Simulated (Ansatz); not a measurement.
## SiC: experiment and calculation

**Measured values to compare with.**

From a printed reference work, textbook, for a bulk crystal of SiC at 300 K: lattice constant a 3.0806 Å; lattice constant c 15.1173 Å.

From a printed reference work, data compilation, for a bulk crystal of SiC at 300 K: high-frequency dielectric constant 6.52.

How close the calculation comes is told below.

These are results of DFT r2SCAN, scalar-relativistic, plane waves, PAW in Ansatz, not measurements.

Settings: cutoff 500 eV, Γ-centred mesh 12×12×6 on the computed 4-atom cell, Gaussian smearing of 0.02 eV; no spin polarisation.

Relaxed structure, symmetry kept:

```cif
data_structure
_symmetry_space_group_name_H-M 'P 1'
_symmetry_Int_Tables_number 1
_cell_length_a 3.0752
_cell_length_b 3.0752
_cell_length_c 5.0482
_cell_angle_alpha 90.000
_cell_angle_beta 90.000
_cell_angle_gamma 120.000
_cell_volume 41.34
loop_
_atom_site_label
_atom_site_type_symbol
_atom_site_fract_x
_atom_site_fract_y
_atom_site_fract_z
_atom_site_occupancy
Si1 Si 0.33333 0.66667 0.00460 1
Si2 Si 0.66667 0.33333 0.50460 1
C1 C 0.33333 0.66667 0.38040 1
C2 C 0.66667 0.33333 0.88040 1
```

| Item | Value |
| --- | --- |
| Space group | P6_3mc (No. 186) |
| Volume per atom | 10.34 Å³ |
| Formation energy from the elements' standard states (uncorrected) | -0.296 eV/atom |
| Generalised Kohn–Sham band gap | 2.65 eV, indirect from Γ to K |
| Löwdin character of the top 1 eV of the valence band | C 2p 84 %, Si 3p 12 % |
| Löwdin character of the lowest 1 eV of the conduction band | Si 3p 46 %, C 2p 13 %, C 2s 12 %, Si 3s 8 %, unprojected 21 % |
| Electron masses at the edge by Cartesian direction of the standard setting (m_e; degenerate bands sorted by energy; no spin-orbit coupling) | x: 0.43; y: 0.43; z: 0.26 |
| Hole masses at the edge by Cartesian direction of the standard setting (m_e; degenerate bands sorted by energy; no spin-orbit coupling) | x: 2.3, 0.31; y: 2.3, 0.31; z: 1.5, 1.5 |
| Bulk modulus | 228 GPa |
| Its pressure derivative | 3.9 |
| Electronic dielectric constant xx, yy, zz of the standard setting (independent particles) | 6.5, 6.5, 6.8 |
| Bader charges (e) | Si (2 in the cell) 2.88, C (2 in the cell) -2.88 |

A measured lattice constant a of SiC is 3.0806 Å (300 K; a printed reference work, textbook); the calculated 3.075 Å misses it by -0.2 %. The measured c of this compound is far from this cell's, so the row may belong to another stacking. A measured lattice constant c of SiC is 15.1173 Å (300 K; a printed reference work, textbook); the calculated 5.048 Å misses it by -66.6 %. So large a difference can come from the functional (as between layers that it hardly binds), but also from another choice of axes, another phase or a misread value. The calculation is for 0 K without zero-point motion. Against the measured high-frequency dielectric constant of SiC, 6.52 (300 K; a printed reference work, data compilation), the calculated 6.60 is off by +1.3 %. 2 values of this kind are on record (6.52 to 6.7); this one was drawn at random. Local fields are left out.